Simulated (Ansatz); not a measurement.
# BaS (antiNiAs structure)

Computed with Ansatz (plane waves, PAW, 420 eV cutoff): PBE, scalar-relativistic, no spin polarisation, Γ-centred 8×8×6 mesh, 0.05 eV Gaussian smearing; PAW files: Ansatz's generated set soft_2.

```yaml
crystal:
  lattice:
    - [4.41238, 0.00000, 0.00000]
    - [-2.20619, 3.82124, 0.00000]
    - [0.00000, 0.00000, 7.75391]
  atoms:
    - { symbol: Ba, position: [0.33333, 0.66667, 0.25000] }
    - { symbol: Ba, position: [0.66667, 0.33333, 0.75000] }
    - { symbol: S, position: [0.00000, 0.00000, 0.00000] }
    - { symbol: S, position: [0.00000, 0.00000, 0.50000] }
```

This is a trial structure; measured cells of the compound in the Crystallography Open Database are in space group Fm-3m (rock salt).

The cell above was scaled in volume, and shape and atoms were relaxed at each volume within its symmetry. Energies are counted from the cell above.

Cell and atoms are those of this level's equilibrium.

| V (Å³/atom) | ΔE (meV/atom) | P (GPa) | gap on the mesh (eV) |
| --- | --- | --- | --- |
| 30.89 | 13.7 | 2.5 | 1.93 |
| 31.38 | 7.0 | 1.8 | 1.93 |
| 32.03 | 1.7 | 0.8 | 1.96 |
| 32.68 | 0.0 | 0.0 | 1.98 |
| 33.34 | 1.6 | -0.8 | 2.00 |
| 33.99 | 6.1 | -1.4 | 2.00 |
| 34.97 | 17.7 | -2.3 | 2.03 |
| 35.95 | 34.4 | -3.1 | 2.04 |

**Question.** What do the points give for the equilibrium volume, the bulk modulus and its pressure derivative (third-order Birch–Murnaghan)?

**Answer.** V0 = 32.69 Å³/atom, B0 = 40 GPa, B0′ = 4.3.

B0·V0 = 40.0 GPa × 32.69 Å³ = 8.15 eV/atom sets the scale: near the minimum ΔE ≈ ½ B0 V0 x², with x = V/V0 − 1, and a pressure of 0.4 GPa squeezes the volume by about 1 %. At the ends of the curve: x = −5.5 % predicts 12.4 meV/atom and the run gives 13.7; x = +10.0 % predicts 40.7 meV/atom and the run gives 34.4. The curve is steeper than the parabola on the compressed side and flatter on the expanded side: the bulk modulus rises with pressure.

Semilocal functionals underestimate band gaps, commonly by a third or more. No spin–orbit coupling, a notable omission for heavy elements.
